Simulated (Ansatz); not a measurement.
The system is SiC (Moissanite).

```
CELL_PARAMETERS angstrom
3.07600 0.00000 0.00000
-1.53800 2.66389 0.00000
0.00000 0.00000 5.04800
ATOMIC_POSITIONS crystal
Si 0.66667 0.33333 0.50000
Si 0.33333 0.66667 0.00000
C 0.66667 0.33333 0.88500
C 0.33333 0.66667 0.38500
```

Base run:

- Program: Ansatz 0.2.0
- Functional: PBE
- Potentials or basis: Ansatz PAW
- Cutoff: 420 eV
- Density cutoff: 1680 eV
- k mesh: 7 × 7 × 4
- Occupations: fermi-dirac, width 0.05 eV
- Spin: no spin polarisation

Its results: band gap on the k mesh 2.64 eV, indirect (least direct gap 4.14 eV); pressure 3.7 GPa; largest force 0.749 eV/Å.

Question: The run is repeated on the same cell with these changes: cutoff from 420 eV to 800 eV; density cutoff from 1680 eV to 3200 eV; k mesh from 7 × 7 × 4 to 10 × 10 × 5. What comes out?

Answer: Band gap on the k mesh 2.48 eV, indirect (least direct gap 4.08 eV); pressure 3.7 GPa; largest force 0.753 eV/Å.

Caveats: odd divisions of the mesh miss points on the zone boundary, where band edges often lie, so the gap on the mesh can be too wide.

A k mesh can miss the band edges.

Not every run made on this cell is shown here.
